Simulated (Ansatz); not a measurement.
# HfH3: the cost of one run

Program: Ansatz 0.2.0. Level of theory: DFT PBEsol, scalar-relativistic, plane waves, PAW. These are calculated values, not measurements.

1 further run of the same task is left out (it didn't finish).

### 1 The structure to begin with

The structure is tetragonal, space group I4/mmm (No. 139). The conventional cell has a = 3.053 Å, b = 3.053 Å, c = 6.068 Å, α = 90.00°, β = 90.00°, γ = 90.00°. Around Hf (site symmetry 4/mmm) lie 12 H at 2.15 to 2.16 Å. Around H (site symmetry -4m2) lie 4 Hf at 2.15 Å and 8 H at 2.15 to 2.16 Å. H (site symmetry 4/mmm) has 8 H at 2.15 Å and 4 Hf at 2.16 Å as nearest neighbours.

As a file:

```cif
data_structure
_symmetry_space_group_name_H-M 'I4/mmm'
_symmetry_Int_Tables_number 139
_cell_length_a 3.0530
_cell_length_b 3.0530
_cell_length_c 6.0681
_cell_angle_alpha 90.000
_cell_angle_beta 90.000
_cell_angle_gamma 90.000
_cell_volume 56.56
loop_
_atom_site_label
_atom_site_type_symbol
_atom_site_symmetry_multiplicity
_atom_site_Wyckoff_symbol
_atom_site_fract_x
_atom_site_fract_y
_atom_site_fract_z
_atom_site_occupancy
Hf1 Hf 2 a 0.00000 0.00000 0.00000 1
H1 H 4 d 0.00000 0.50000 0.25000 1
H2 H 2 b 0.50000 0.50000 0.00000 1
```

The structure comes from the Materials Project (structure only).

### 2 A change within the space group

The change: strain xx, yy, zz, yz, xz, xy = -0.6, -0.6, +5.4, +0.0, +0.0, +0.0 %.

input.yaml

```yaml
crystal:
  lattice:
    - [-1.5174903141, 1.5174903141, 3.1981427909]
    - [1.5174903141, -1.5174903141, 3.1981427909]
    - [1.5174903141, 1.5174903141, -3.1981427909]
  atoms:
    - { symbol: Hf, position: [0.0, 0.0, 0.0] }
    - { symbol: H, position: [0.75, 0.25, 0.5] }
    - { symbol: H, position: [0.25, 0.75, 0.5] }
    - { symbol: H, position: [0.5, 0.5, 0.0] }
basis:
  ecutwfc: 420
kpoints:
  mp_grid: { grid: [20, 20, 20] }
hamiltonian:
  xc: pbesol
scf:
  occupations: { method: gaussian, width: 0.1 }
output:
  forces: true
  stress: true
  eigenvalues: true
```

Launch:

```bash
ansatz run input.yaml --threads 1 --pin off --max-ram 1331MiB --backend cpu --events-out ev --progress --plain --runs-dir out
```

What time and memory should one allow on 1 thread of an x86-64 CPU, shared host?

About 48 s, with a peak of 0.59 GiB.
